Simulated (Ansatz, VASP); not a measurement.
# Cross-check of BN (Qingsongite) between VASP and Ansatz, part 2 of 2

Aim: how closely do two programs agree when they are given the same cell, functional and k mesh?

VASP 6.6.1 and Ansatz 0.2.0.

So far: The starting structure; VASP: G0W0 gap, PBE.

## Step 3: Ansatz: G0W0 gap, PBE

Level of this step: Ansatz beside VASP: Kohn-Sham DFT, plane waves, PBE, G0W0 (Ansatz).

Ansatz runs on its default PAW (the set named soft_2) files.

The same cell, functional and mesh now go to Ansatz, which takes its cutoff from its data sets.

File input.yaml:

```yaml
crystal:
  lattice:
    - [0.0, 1.8075, 1.8075]
    - [1.8075, 0.0, 1.8075]
    - [1.8075, 1.8075, 0.0]
  atoms:
    - { symbol: B, position: [0.0, 0.0, 0.0] }
    - { symbol: "N", position: [0.25, 0.25, 0.25] }
hamiltonian:
  xc: pbe
  pseudopotentials: { kind: paw }
kpoints:
  mp_grid: { grid: [10, 10, 10] }
scf:
  occupations: { method: fixed }
gw:
  n_empty_bands: 28
  ecut_chi: 100.0
  qp_bands: [v2, c2]
  qp_kpoints: band_edges
  screening: { model: contour_deformation }
```

The run is started by

```console
> ansatz run input.yaml --threads 4 --pin off --max-ram 9216MiB --backend cpu --events-out ev --progress --plain --runs-dir out
```

Numbers of over 12 decimals in the logs are rounded to 6 here.

What it wrote:

```text
Engine: ansatz 0.2.0, x86_64-unknown-linux-gnu
Pseudopotentials: kind: paw
Pseudopotential: B, paw, valence charge 3, recommended cutoff 420 eV (normal), B.paw.azcp
Pseudopotential: N, paw, valence charge 5, recommended cutoff 420 eV (normal), N.paw.azcp
Functional definition: PBE
  parameter kappa = 0.804
  parameter beta = 0.066725
  exchange = pbe_x(kappa = kappa, mu = beta*pi^2/3)
  correlation = pbe_c(beta = beta)
Crystal: 2 atoms, lattice volume = 11.810 Å³
Basis set: ecut = 420 eV, 259 PW (Γ)
Bands: 8, of which v1, the nominal top of the filled ones, is band 4 counted from 1 (3 counted from 0)
Symmetry: 24 space group operations
Space group: F-43m (ITA 216), of the structure as read, at distance tolerance 2.3e-5 Å
k-points: 47 of 1000 (time reversal used)
Non-local potential: B, projectors of the file, l = 0: 2, l = 1: 2, l = 2: 1
Non-local potential: N, projectors of the file, l = 0: 2, l = 1: 2, l = 2: 1
PAW form: soft (Blöchl's): semilocal exchange-correlation on the pseudo side does not see the compensation charge
PAW one-centre angular grid: B, 110 points (default); XC on 64 Gauss nodes
PAW one-centre angular grid: N, 110 points (default); XC on 64 Gauss nodes
Initial density: superposition of atomic densities (neutral atoms: chi_scale 0, normalization atom), corrected by the library's trained network
Initial wavefunctions: pseudopotential atomic-orbital guess
Functional: x = pbe(κ = 0.804, μ = 0.219515), c = pbe(β = 0.066725)
SCF iter   1: F=—  HF=-542.274610 eV  |F-HF|=—  |Δ(HF+E_count)|=         —  Δρ=1.55e-3  dr2=1.44e-4  ethr=1.77e-3  ⟨swp⟩=3.8  Hψ=2143  notcnv=0  defer=73
preconditioner: auto → none  [insulator: Δε(μ)=4.474 eV  Ē_g=20.011 eV  n_scr=0 (ndim 8)  ℏωp=30.6 eV  f_vac=0.000  ε∞_Penn≈3.3]
SCF iter   2: F=—  HF=-542.274739 eV  |F-HF|=—  |Δ(HF+E_count)|=   1.29e-4  Δρ=8.24e-4  dr2=2.23e-5  ethr=1.80e-6  ⟨swp⟩=2.1  Hψ=1029  notcnv=0  defer=83
SCF iter   3: F=—  HF=-542.274784 eV  |F-HF|=—  |Δ(HF+E_count)|=   4.50e-5  Δρ=3.59e-4  dr2=5.49e-6  ethr=2.79e-7  ⟨swp⟩=2.3  Hψ=550  notcnv=0  defer=37
iter 4 did not close the SCF: its close was put off for the readings that it lacked (scf_convergence_deferred on its scf_iter line)
SCF iter   4: F=-542.274798 eV  HF=-542.274798 eV  |F-HF|=1.69e-8  |Δ(HF+E_count)|=   1.44e-5  Δρ=2.21e-5  dr2=1.64e-8  ethr=6.86e-8  ⟨swp⟩=2.3  Hψ=544  notcnv=0  defer=58
iter 5 did not close the SCF: its close was put off for the readings that it lacked (scf_convergence_deferred on its scf_iter line)
SCF iter   5: F=-542.274798 eV  HF=-542.274798 eV  |F-HF|=3.39e-9  |Δ(HF+E_count)|=   1.94e-8  Δρ=6.64e-6  dr2=1.28e-9  ethr=2.05e-10  ⟨swp⟩=2.4  Hψ=531  notcnv=0  defer=58
SCF iter   6: F=-542.274798 eV  HF=-542.274798 eV  |F-HF|=5.80e-12  |Δ(HF+E_count)|=   3.79e-9  Δρ=6.57e-7  dr2=1.89e-11  ethr=1.60e-11  ⟨swp⟩=3.0  Hψ=1773  notcnv=0
SCF 1 converged in 6 iterations: F = -542.274798 eV  dr2 = 1.89e-11
  greatest PAW one-centre occupation: 0.787 electrons in one spin orbital (limit 2), on the N atom at site 1 (counted from 0), in its partial waves of l = 0
NSCF: frozen V_eff on 47 k-points
G₀W₀ screening: q 1/47
G₀W₀ screening: q 2/47 (q-point 33)
G₀W₀ screening: q 3/47 (q-point 34)
G₀W₀ screening: q 4/47 (q-point 37)
G₀W₀ screening: q 5/47 (q-point 38)
G₀W₀ screening: q 6/47 (q-point 39)
G₀W₀ screening: q 7/47 (q-point 42)
G₀W₀ screening: q 8/47
G₀W₀ screening: q 9/47
G₀W₀ screening: q 10/47
G₀W₀ screening: q 11/47
G₀W₀ screening: q 12/47
G₀W₀ screening: q 13/47
G₀W₀ screening: q 14/47
G₀W₀ screening: q 15/47 (q-point 17)
G₀W₀ screening: q 16/47 (q-point 18)
G₀W₀ screening: q 17/47 (q-point 19)
G₀W₀ screening: q 18/47 (q-point 20)
G₀W₀ screening: q 19/47 (q-point 21)
G₀W₀ screening: q 20/47 (q-point 24)
G₀W₀ screening: q 21/47 (q-point 25)
G₀W₀ screening: q 22/47 (q-point 26)
G₀W₀ screening: q 23/47 (q-point 29)
G₀W₀ screening: q 24/47 (q-point 32)
G₀W₀ screening: q 25/47 (q-point 35)
G₀W₀ screening: q 26/47 (q-point 36)
G₀W₀ screening: q 27/47 (q-point 40)
G₀W₀ screening: q 28/47 (q-point 41)
G₀W₀ screening: q 29/47 (q-point 43)
G₀W₀ screening: q 30/47 (q-point 45)
G₀W₀ screening: q 31/47 (q-point 46)
G₀W₀ screening: q 32/47 (q-point 15)
[...]
G₀W₀ screening: q 40/47 (q-point 4)
G₀W₀ screening: q 41/47 (q-point 5)
G₀W₀ screening: q 42/47 (q-point 7)
G₀W₀ screening: q 43/47 (q-point 16)
G₀W₀ screening: q 44/47 (q-point 23)
G₀W₀ screening: q 45/47 (q-point 28)
G₀W₀ screening: q 46/47 (q-point 6)
G₀W₀ screening: q 47/47 (q-point 31)
G₀W₀ self-energy: k 1/15
G₀W₀ self-energy: k 2/15
G₀W₀ self-energy: k 3/15
G₀W₀ self-energy: k 4/15
G₀W₀ self-energy: k 5/15
G₀W₀ self-energy: k 6/15
G₀W₀ self-energy: k 7/15
G₀W₀ self-energy: k 8/15
G₀W₀ self-energy: k 9/15
G₀W₀ self-energy: k 10/15
G₀W₀ self-energy: k 11/15
G₀W₀ self-energy: k 12/15
G₀W₀ self-energy: k 13/15
G₀W₀ self-energy: k 14/15
G₀W₀ self-energy: k 15/15
NSCF: frozen V_eff on 1 k-points
NSCF: frozen V_eff on 1 k-points
SCF converged after 6 iterations
Free energy (F): -542.274798 eV
Harris-Foulkes:  -542.274798 eV  (|F-HF|=5.80e-12)
Internal energy: -542.274798 eV  (E = F + TS)
E sigma→0 (E₀):  -542.274798 eV
Fermi energy:    11.179538 eV
--- Per-component energies (eV) ---
  E_band       = 26.443041
  E_kinetic    = 185.619642
  E_local      = -175.300782  (includes V_loc(G=0)·N_el)
  E_nonlocal   = 56.582093
  E_hartree    = 49.108508
  E_xc         = -93.448018
  E_vxc        = -116.232272  (∫ρ·V_xc dr)
  E_paw        = -206.451694  (= ΣΔE_a)
  E_vpaw       = -22.442771  (= ΣTr[D̂ρ^β])
  E_aug_tail   = 0.000103  (compensation charges beyond the density's cutoff)
  E_ewald      = -358.384650
  E_smearing   = -0.000000  (= −TS)
  E_closure    = 0.000000  (closes the sum)
  Σ components = -542.274798   (vs F -542.274798, Δ=0.00e0)
--- Band table (eV; the first three rows and the last of 47) ---
  k-point 0: bands = ["-9.0521", "11.1795", "11.1795", "11.1795", "20.0104", "20.0104", "20.0104", "21.5013"]
  k-point 1: bands = ["-8.8089", "9.9116", "10.9262", "10.9262", "20.2773", "20.3938", "20.3938", "22.3010"]
  k-point 2: bands = ["-8.0930", "7.1963", "10.3556", "10.3556", "20.6443", "21.1879", "21.1879", "23.9697"]
  k-point 46: bands = ["-3.1887", "3.2761", "4.5963", "4.8105", "19.9495", "24.2047", "25.2962", "27.2028"]
--- G₀W₀: contour deformation, 6 samples at zero and on the imaginary axis and 3 off it, 1000 q-points, 28 empty bands' worth ---
  eigenvalues of the whole cell's RPA ε∞ on this k-mesh (on a slab, of 1 + 4πα/V) = 4.4553, 4.4553, 4.4553; static W/v taken at q = 0 is 0.224452
  bands read: the sum over 32 bands ends inside a degenerate multiplet in 3 slots, whose members it reads at an even weight; the widest, k=0: bands 31 to 33 (counted from 1) at 2/3 each
  gw.qp_kpoints: band_edges: 15 of 47 stored k-points solved, in 1 pass; an edge of the gap read off the rows below is read off those points alone
    valence top: of the k-points left out ik 7 came nearest to being solved in a further pass, in band 4 (counted from 1, as in the quasiparticle table): it holds the edge there only if its correction is more favourable than any solved in that band by at least 0.939 eV; those differ by 0.538 eV
    conduction bottom: of the k-points left out ik 28 came nearest to being solved in a further pass, in band 5 (counted from 1, as in the quasiparticle table): it holds the edge there only if its correction is more favourable than any solved in that band by at least 0.776 eV; those differ by 0.718 eV
    ik  band        ε_KS         Σx   Σc(E_QP)       V_xc       Z   E_QP_lin       E_QP  E_QP is
     0     3     11.1795   -22.8375     3.0607   -19.2871  0.8291    10.6889    10.6899  root
     0     4     11.1795   -22.8375     3.0607   -19.2871  0.8291    10.6889    10.6899  root
     0     5     20.0104    -7.9648    -5.2025   -14.6792  0.8403    21.5333    21.5223  root
     0     6     20.0104    -7.9648    -5.2025   -14.6792  0.8403    21.5333    21.5223  root
     1     3     10.9262   -22.7201     3.0941   -19.1046  0.8286    10.4037    10.4048  root
     1     4     10.9262   -22.7201     3.0941   -19.1046  0.8286    10.4037    10.4048  root
     1     5     20.2773    -8.6021    -5.2156   -15.2683  0.8383    21.7383    21.7280  root
     1     6     20.3938    -8.0422    -5.2860   -14.8766  0.8382    21.9541    21.9423  root
     2     3     10.3556   -22.5677     3.2014   -18.7737  0.8272     9.7616     9.7631  root
     2     4     10.3556   -22.5677     3.2014   -18.7737  0.8272     9.7616     9.7631  root
     2     5     20.6443    -9.2599    -5.2776   -15.9204  0.8360    22.0370    22.0272  root
     2     6     21.1879    -8.0727    -5.4733   -15.1553  0.8341    22.8111    22.7972  root
     3     3      9.7773   -22.5271     3.3404   -18.5235  0.8253     9.1122     9.1141  root
     3     4      9.7773   -22.5271     3.3404   -18.5235  0.8253     9.1122     9.1141  root
     3     5     20.9857    -9.6937    -5.3250   -16.3639  0.8344    22.3404    22.3310  root
     3     6     21.7559    -7.9157    -5.5830   -15.1120  0.8325    23.3840    23.3693  root
     4     3      9.3784   -22.5475     3.4476   -18.3899  0.8239     8.6661     8.6684  root
     4     4      9.3784   -22.5475     3.4476   -18.3899  0.8239     8.6661     8.6684  root
     4     5     21.2304    -9.9902    -5.3487   -16.6618  0.8335    22.5626    22.5533  root
     4     6     21.9045    -7.7203    -5.5668   -14.8579  0.8338    23.4893    23.4754  root
     5     3      9.2388   -22.5620     3.4868   -18.3488  0.8234     8.5100     8.5124  root
     5     4      9.2388   -22.5620     3.4868   -18.3488  0.8234     8.5100     8.5124  root
     5     5     21.3173   -10.0960    -5.3552   -16.7668  0.8332    22.6420    22.6329  root
     5     6     21.9001    -7.6430    -5.5423   -14.7330  0.8348    23.4612    23.4479  root
[...]
34     3      7.1596   -22.5816     3.9782   -17.6169  0.8147     6.1674     6.1731  root
    34     4      8.2574   -22.2173     3.6355   -17.7431  0.8205     7.4150     7.4186  root
    34     5     20.9613    -7.7664    -5.2459   -14.3524  0.8390    22.3107    22.3015  root
    34     6     22.0687    -8.7744    -5.5981   -15.8105  0.8310    23.5188    23.5068  root
    39     3      5.6465   -22.2713     4.2975   -16.8322  0.8070     4.4955     4.5048  root
    39     4      8.4766   -22.2528     3.5869   -17.8448  0.8213     7.6522     7.6555  root
    39     5     21.1159    -8.3897    -5.2944   -15.0880  0.8343    22.5305    22.5197  root
    39     6     22.2461    -7.7937    -5.6999   -14.9523  0.8323    23.7174    23.7047  root
```

Run time: 22 s. Hardware: 4 threads of Intel Xeon at 2.60GHz (Ice Lake), shared host; peak memory 0.34 GiB; 67 s of CPU time.

Reading the cycles: dr2 is the Hartree energy of the density residual (eV), the measure of convergence; HF is the Harris–Foulkes estimate of the energy, which meets the free energy F at convergence.

## Step 4: Comparison

Known differences besides the potentials themselves: the two programs' PAW sets differ in cores and partial waves; the cutoff is 420 eV in Ansatz and 450 eV in VASP; VASP leaves aspherical gradient terms in its spheres out (LASPH is not set), Ansatz keeps them; Ansatz integrates over frequency by contour deformation, VASP on a grid of NOMEGA points. Total energies have different zeros and are not compared.

Compared:

```
                 quantity  Ansatz  VASP  difference
G0W0 gap on the mesh (eV)    5.81  5.74       +0.07
    PBE gap under it (eV)    4.47  4.46       +0.01
```

## Step 5: Results

```
difference in G0W0 gap on the mesh (G0W0 gap, PBE) : 0.070 eV
```

What this shows: The difference in G0W0 gap on the mesh is 0.070 eV (G0W0 gap, PBE), within the 0.15 eV picked in this series as the mark of a large difference. How closely two codes agree says nothing of how well the functional describes the real material.

[Lines on the potential files, build, host, timing and source positions are cut from VASP's logs without a mark.]

[Logs are printed without paths, hosts, clocks, repeated set-up lines and the standing remarks that a program may print on its own settings, such as how far it seeks lower states.]

[Hosts, paths, dates, database ids (printed as entryN), source tags and the programs' standing remarks are cut or masked in the printed files.]
